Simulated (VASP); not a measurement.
# ZrN (Fm-3m) in VASP: settings compared, part 2 of 2

VASP 6.6.1. Earlier steps stand in the parts before.

**3. Single point, PBE**

INCAR

```
PREC = Accurate
ENCUT = 450
EDIFF = 1E-7
ISMEAR = 0
SIGMA = 0.02
LREAL = False
LASPH = True
NELM = 100
ALGO = Normal
ISIF = 2
LWAVE = False
LCHARG = True
GGA = PE
LELF = True
LVHAR = True
NBANDS = 16
```

KPOINTS

```
regular mesh
0
Gamma
  5 5 5
```

POSCAR

```
ZrN
1.0
    0.0000000000      2.3000000000      2.3000000000
    2.3000000000      0.0000000000      2.3000000000
    2.3000000000      2.3000000000      0.0000000000
Zr N
1 1
Direct
    0.5000000000      0.5000000000      0.5000000000
    0.0000000000      0.0000000000      0.0000000000
```

Potentials or basis: VASP PAW PBE potentials, release 64 (Zr_sv_GW, N_GW).

Run with:

```console
> cat potpaw_PBE.64/Zr_sv_GW/POTCAR potpaw_PBE.64/N_GW/POTCAR > POTCAR
> mpirun -np 1 vasp_std > vasp.out
```

OUTCAR:

```text
PREC = Accurate
   ENCUT = 450
   EDIFF = 1E-7
   ISMEAR = 0
   LREAL = False
   LASPH = True
   NELM = 100
   ISIF = 2
   GGA = PE

 ion  position               nearest neighbor table
   1  0.500  0.500  0.500-
   2  0.000  0.000  0.000-

  LATTYP: Found a face centered cubic cell.
 ALAT       =     4.6000000000

  Lattice vectors:

 A1 = (   0.0000000000,   2.3000000000,   2.3000000000)
 A2 = (   2.3000000000,   0.0000000000,   2.3000000000)
 A3 = (   2.3000000000,   2.3000000000,   0.0000000000)

Analysis of symmetry for initial positions (statically):
=====================================================================
 Subroutine PRICEL returns:
 Original cell was already a primitive cell.

 Routine SETGRP: Setting up the symmetry group for a
 face centered cubic supercell.

 Subroutine GETGRP returns: Found 48 space group operations
 (whereof 48 operations were pure point group operations)
 out of a pool of 48 trial point group operations.

The static configuration has the point symmetry O_h .

Analysis of symmetry for dynamics (positions and initial velocities):
=====================================================================
 Subroutine PRICEL returns:
 Original cell was already a primitive cell.

 Routine SETGRP: Setting up the symmetry group for a
 face centered cubic supercell.

 Subroutine GETGRP returns: Found 48 space group operations
 (whereof 48 operations were pure point group operations)
 out of a pool of 48 trial point group operations.

The dynamic configuration has the point symmetry O_h .

 Subroutine INISYM returns: Found 48 space group operations
 (whereof 48 operations are pure point group operations),
 and found     1 'primitive' translations

[... 94 lines left out ...]
   ISMEAR =     0;   SIGMA  =   0.02  broadening in eV -4-tet -1-fermi 0-gaus
   EFERMI_NEDOS =   21; number of points for ismear=-14 and -15
   IALGO  =     38    algorithm
   IMIX   =      4    mixing-type and parameters
     AMIX     =   0.40;   BMIX     =  1.00
     AMIX_MAG =   1.60;   BMIX_MAG =  1.00
  volume/ion in A,a.u.               =      12.17        82.11
  Fermi-wavevector in a.u.,A,eV,Ry     =   1.452624  2.745062 28.709889  2.110117
  Thomas-Fermi vector in A             =   2.569985
   LORBIT       =      0    0 simple, 1 ext, 2 COOP (PROOUT), +10 PAW based schemes
   GGA     = PE    functional components
   LHFCALC =     F    Hartree Fock is set to
   AEXX    =    0.0000 exact exchange contribution
   IVDW    =     0    specifies the selected vdW correction
   LEPSILON=     F    determine dielectric tensor
   LRPA    =     F    only Hartree local field effects (RPA)
 non-spin polarized calculation
 Gauss-broadening in eV      SIGMA  =   0.02
  energy-cutoff  :      450.00
  volume of cell :       24.33
 maximum number of plane-waves:       533
   NGX = 11   NGY = 11   NGZ = 11

 number of electron      17.0000000 magnetization

 Free energy of the ion-electron system (eV)
  ---------------------------------------------------
  ext. energy  EPLUGINS =         0.00000000
  ---------------------------------------------------
  free energy    TOTEN  =       -22.13540378 eV

  energy without entropy =      -22.13324025  energy(sigma->0) =      -22.13432202

 E-fermi :  11.8092     XC(G=0): -12.4569

 val. band max:       11.3128529728   @ k =   0.0000   0.0000   0.0000
 cond. band min:      11.8099843969   @ k =  -0.4000   0.4000   0.2000
 fundamental gap:      0.4971314241
 Fermi energy:        11.8092455385

 k-point     1 :       0.0000    0.0000    0.0000
  band No.  band energies     occupation
      1     -37.9110      2.00000
      2     -15.5461      2.00000
      3     -15.5461      2.00000
      4     -15.5461      2.00000
      5      -4.5239      2.00000
      6       9.0714      2.00000
[... 167 lines left out ...]
      3     -16.0457      2.00000
      4     -15.8373      2.00000
      5      -3.3035      2.00000
      6       5.9737      2.00000
[... 8 lines left out ...]
     15      23.1626      0.00000
     16      24.2710      0.00000

------------------------ aborting loop because EDIFF is reached ----------------------------------------

  FORCE on cell =-STRESS in cart. coord.  units (eV):
  Direction    XX          YY          ZZ          XY          YZ          ZX
  --------------------------------------------------------------------------------------
  -------------------------------------------------------------------------------------
  Total       -0.4504244     -0.4504244     -0.4504244     -0.0000000      0.0000000      0.0000000
  in kB      -29.6564382    -29.6564382    -29.6564382     -0.0000000      0.0000000      0.0000000
  external PRESSURE =     -29.6564382 kB  Pullay stress =       0.0000000 kB

 VOLUME and BASIS-vectors are now :
 -----------------------------------------------------------------------------
  energy-cutoff  :      450.00
  volume of cell :       24.33
      direct lattice vectors                 reciprocal lattice vectors
     0.000000000  2.300000000  2.300000000    -0.217391304  0.217391304  0.217391304
     2.300000000  0.000000000  2.300000000     0.217391304 -0.217391304  0.217391304
     2.300000000  2.300000000  0.000000000     0.217391304  0.217391304 -0.217391304

 POSITION                                       TOTAL-FORCE (eV/Angst)
 -----------------------------------------------------------------------------------
      2.30000      2.30000      2.30000        -0.000000     -0.000000     -0.000000
      0.00000      0.00000      0.00000         0.000000      0.000000      0.000000
 -----------------------------------------------------------------------------------
    total drift:                                0.000000     -0.000000      0.000000

  FREE ENERGIE OF THE ION-ELECTRON SYSTEM (eV)
  ---------------------------------------------------
  free  energy   TOTEN  =       -22.1354037836 eV

  energy  without entropy=      -22.1332402503  energy(sigma->0) =      -22.13432202
```

stdout:

```text
POSCAR found type information on POSCAR ZrN
 POSCAR found :  2 types and       2 ions
 scaLAPACK will be used
 LDA part: xc-table for (Slater+PW92), standard interpolation
 POSCAR, INCAR and KPOINTS ok, starting setup
 FFT: planning ... GRIDC
 FFT: planning ... GRID_SOFT
 FFT: planning ... GRID
 WAVECAR not read
 entering main loop
```

Run time: 14 s. Hardware: 1 thread of AMD EPYC 7R43 (Zen 3), shared host; peak memory 0.1 GiB.

What came out:

```yaml
Free_energy: -22.1354 eV
Band_gap_on_the_k_mesh: none (metal or under the smearing width)
```

Caveat: the k mesh is coarse (spacing up to 0.47 Å⁻¹), so the values aren't converged; the cutoff is under 1.25 times the usual one of these potentials, so pressure, stress and relaxed cells hold a basis-set (Pulay) error.

**4. Single point, PBE**

INCAR

```
SYSTEM = ZrN
  PREC = Accurate
  ENCUT = 450
  EDIFF = 1E-6
  ISMEAR = 0
  SIGMA = 0.02
  LREAL = .False.
  LASPH = .True.
  NELM = 80
  ALGO = Normal
  ISIF = 2
  LWAVE = .False.
  LCHARG = .True.
  GGA = PE
  LELF = .True.
  LVHAR = .True.
```

KPOINTS

```
regular mesh
0
Gamma
  6 6 6
  0 0 0
```

POSCAR is that of step 3.

Run with:

```console
> cat potpaw_PBE.64/Zr_sv_GW/POTCAR potpaw_PBE.64/N_GW/POTCAR > POTCAR
> mpirun -np 1 vasp_std > vasp.out
```

It took 4.6 s on 1 thread of Intel Xeon 6975P-C (Granite Rapids), shared host; peak memory 0.14 GiB.

Results (log left out):

- Free energy: -22.1612 eV
- Band gap on the k mesh: none (metal or under the smearing width)

Levels at points of the mesh, in eV from the Fermi level:
| k point | band 5 | band 6 | band 7 | band 8 | band 9 | band 10 | band 11 | band 12 |
| --- | --- | --- | --- | --- | --- | --- | --- | --- |
| (0.00, 0.00, 0.00) | -16.37 | -2.77 | -2.77 | -2.77 | -0.55 | -0.55 | -0.55 | 1.41 |
| (0.50, 0.00, 0.00) | -14.21 | -7.75 | -5.78 | -5.78 | 2.83 | 2.89 | 2.89 | 4.56 |
| (0.50, 0.50, 0.00) | -15.82 | -4.70 | -3.59 | -3.28 | -3.28 | 3.17 | 4.31 | 4.33 |

Caveat: the k mesh is coarse (spacing up to 0.39 Å⁻¹), so the values aren't converged; the cutoff is under 1.25 times the usual one of these potentials, so pressure, stress and relaxed cells hold a basis-set (Pulay) error.

**5. Single point, RPBE**

INCAR

```
  PREC = Accurate
  ENCUT = 520
  EDIFF = 1E-6
  ISMEAR = 0
  SIGMA = 0.05
  LREAL = F
  LASPH = T
  NELM = 80
  ALGO = Normal
  ISIF = 2
  LWAVE = F
  LCHARG = F
  GGA = RP
```

KPOINTS

```
Automatic mesh
0
Gamma
  10 10 10
```

POSCAR

```
ZrN
3.2527
    0.000000000000      0.707104866726      0.707104866726
    0.707104866726      0.000000000000      0.707104866726
    0.707104866726      0.707104866726      0.000000000000
Zr N
1 1
Direct
    0.5000000000      0.5000000000      0.5000000000
    0.0000000000      0.0000000000      0.0000000000
```

Potentials or basis: VASP PAW PBE potentials, release 64 (Zr_sv, N).

Run with:

```console
> cat potpaw_PBE.64/Zr_sv/POTCAR potpaw_PBE.64/N/POTCAR > POTCAR
> mpirun -np 1 vasp_std > vasp.out
```

Wall time 9.2 s (1 thread of Intel Xeon Platinum 8488C (Sapphire Rapids), shared host); peak memory 0.14 GiB.

The run converged. Its results:

```yaml
Free_energy: -19.3917 eV
Pressure: 3.2 GPa
Band_gap_on_the_k_mesh: none (metal or under the smearing width)
```

Levels at points of the mesh, in eV from the Fermi level:
```csv
k point,band 5,band 6,band 7,band 8,band 9,band 10,band 11,band 12
"(0.00, 0.00, 0.00)",-16.35,-2.70,-2.70,-2.70,-0.42,-0.42,-0.42,1.53
"(0.50, 0.00, 0.00)",-14.22,-7.65,-5.69,-5.69,2.94,3.00,3.00,4.66
"(0.50, 0.50, 0.00)",-15.82,-4.63,-3.46,-3.21,-3.21,3.28,4.42,4.42
```

Caveat: the PAW data sets were made with another functional, which shifts forces and pressure a little.

**6. Single point, RPBE**

run.py

```python
from ase.calculators.vasp import Vasp
from ase.dft.bandgap import bandgap
from ase.spacegroup import crystal

atoms = crystal(
    ['Zr', 'N'],
    basis=[[0.5, 0.0, 0.0], [0.0, 0.0, 0.0]],
    spacegroup=225,
    setting=1,
    cellpar=[4.6, 4.6, 4.6, 90.0, 90.0, 90.0],
    primitive_cell=True,
)
calc = Vasp(
    directory='calc',
    xc='rpbe',
    pp='PBE',
    setups='recommended',
    prec='Accurate',
    encut=520,
    ediff=1e-07,
    ismear=0,
    sigma=0.05,
    lreal=False,
    lasph=True,
    nelm=60,
    algo='Normal',
    isif=2,
    lwave=False,
    lcharg=False,
    kpts=[10, 10, 10],
    gamma=True,
)
atoms.calc = calc

print('energy (eV):', atoms.get_potential_energy())
print('free energy (eV):', atoms.get_potential_energy(force_consistent=True))
print('forces (eV/A):')
print(atoms.get_forces())
print('stress (eV/A^3, Voigt):', atoms.get_stress())
print('Fermi level (eV):', calc.get_fermi_level())
gap, top, bottom = bandgap(calc)
print('band gap (eV):', gap, 'from (spin, k, band)', top, 'to', bottom)
```

Potentials or basis: VASP PAW PBE potentials, release 64 (Zr_sv, N).

Run with:

```console
> python run.py
```

Run time: 15 s. Hardware: 1 thread of Intel Xeon Platinum 8488C (Sapphire Rapids), shared host; peak memory 0.14 GiB.

Results (log left out):

| Quantity | Value |
| --- | --- |
| Free energy | -19.3917 eV |
| Pressure | 3.1 GPa |
| Band gap on the k mesh | none (metal or under the smearing width) |

Levels at points of the mesh, in eV from the Fermi level:
```csv
k point,band 5,band 6,band 7,band 8,band 9,band 10,band 11,band 12
"(0.00, 0.00, 0.00)",-16.35,-2.70,-2.70,-2.70,-0.42,-0.42,-0.42,1.52
"(0.50, 0.00, 0.00)",-14.22,-7.65,-5.69,-5.69,2.94,3.00,3.00,4.66
"(0.50, 0.50, 0.00)",-15.82,-4.63,-3.46,-3.21,-3.21,3.28,4.42,4.42
```

Caveat: the PAW data sets were made with another functional, which shifts forces and pressure a little.

**7. The reference run**

An earlier run on the cell as given: functional PBE; potentials or basis VASP PAW PBE potentials, release 64 (Zr_sv, N); cutoff 520 eV; k mesh 10 × 10 × 10; occupations fermi-dirac, width 0.05 eV; no spin polarisation.

- Pressure: -0.6 GPa
- Band gap on the k mesh: none (metal or under the smearing width)

**8. Summary**

```csv
level,potentials or basis,k mesh,cutoff (eV),smearing,mesh quality,gap on the mesh (eV),pressure (GPa)
PBE,"VASP PAW PBE potentials, release 64 (Zr_sv_GW, N_GW)",5 × 5 × 5,450,gaussian 0.02 eV,coarse,none,-
PBE,"VASP PAW PBE potentials, release 64 (Zr_sv_GW, N_GW)",6 × 6 × 6,450,gaussian 0.02 eV,coarse,none,-
RPBE,"VASP PAW PBE potentials, release 64 (Zr_sv, N)",10 × 10 × 10,520,gaussian 0.05 eV,not flagged,none,3.1
PBE,"VASP PAW PBE potentials, release 64 (Zr_sv, N)",10 × 10 × 10,520,fermi-dirac 0.05 eV,not flagged,none,-0.6
```

Alike in all rows: task single point; no spin polarisation; cell as given.

Caveats: some runs use coarse meshes; the cutoff is under 1.25 times the usual one of these potentials, so pressure, stress and relaxed cells hold a basis-set (Pulay) error (some runs); the PAW data sets were made with another functional, which shifts forces and pressure a little (some runs).

Absolute energies hang on the potentials; compare differences alone.
